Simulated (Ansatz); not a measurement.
## Pressure against volume: Hf

```
Hf
1.0
     0.00000    2.24240    2.24240
     2.24240    0.00000    2.24240
     2.24240    2.24240    0.00000
Hf
1
Direct
  0.00000 0.00000 0.00000
```

The structure comes from a relaxation in the same program, started in the fcc type, and has space group Fm-3m. Whether it is a known phase or the ground state wasn't checked.

No spin–orbit coupling, which matters for the heavy atoms here.

Methods: DFT, PBE, all-electron LAPW, scalar-relativistic (Ansatz 0.2.0); DFT, PBE, PAW with Ansatz's default frozen-core files, scalar-relativistic (Ansatz 0.2.0).

For LAPW: a Γ-centred 13×13×13 k mesh, Fermi–Dirac smearing of 0.05 eV, basis error target 0.25 meV/atom, no spin polarisation. PAW takes a cutoff of 420 eV at this cell. The Ansatz runs share mesh, smearing and spin set-up. Plane-wave (PAW) pressures include the program's estimate of the Pulay term.

The cell above is scaled evenly, with fractional coordinates and shape held.

```csv
V/V(cell),V (Å³/atom),"P, LAPW (GPa)","P, PAW (GPa)","free energy over the lowest listed, PAW (meV/atom)"
0.9500,21.424,5.84,5.81,19.7
0.9750,21.987,2.77,2.75,4.8
1.0000,22.551,0.03,0.01,0.0
1.0250,23.115,-2.40,-2.42,4.3
1.0500,23.679,-4.57,-4.58,16.7
```

(1) What do Birch–Murnaghan fits to the pressures give?

Results:

(1) LAPW: V0 = 22.56 Å³/atom, B0 = 103 GPa, B0′ = 3.7; PAW: V0 = 22.55 Å³/atom, B0 = 103 GPa, B0′ = 3.7.
